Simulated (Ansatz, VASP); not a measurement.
ZnS: VASP beside Ansatz

```
Zn S
1.0
     0.00000    2.42799    2.42799
     2.42799    0.00000    2.42799
     2.42799    2.42799    0.00000
Zn S
1 1
Direct
  0.00000 0.00000 0.00000
  0.50000 0.50000 0.50000
```

Alike in both runs: functional PBE; k mesh 15 × 15 × 15; occupations fermi-dirac, width 0.1 eV; no spin polarisation.

Ansatz relaxed the structure, and its values are those at the end. VASP's run is a single point on that final structure, the one shown.

```csv
,VASP,Ansatz
version,VASP 6.6.1,Ansatz 0.2.0
potentials or method,"VASP PAW PBE potentials, release 64 (Zn, S), cutoff 520 eV","all-electron LAPW, scalar-relativistic"
```

|  | VASP | Ansatz | Ansatz less VASP |
| --- | --- | --- | --- |
| pressure (GPa) | 18.3 | 18.0 | -0.29 |

Ansatz ran all-electron here, so the differences hold the error of VASP's frozen core and of both bases.

Caveats: so large a pressure means that the cell lies far from this level's equilibrium, or that cutoff or potentials fall short (VASP).
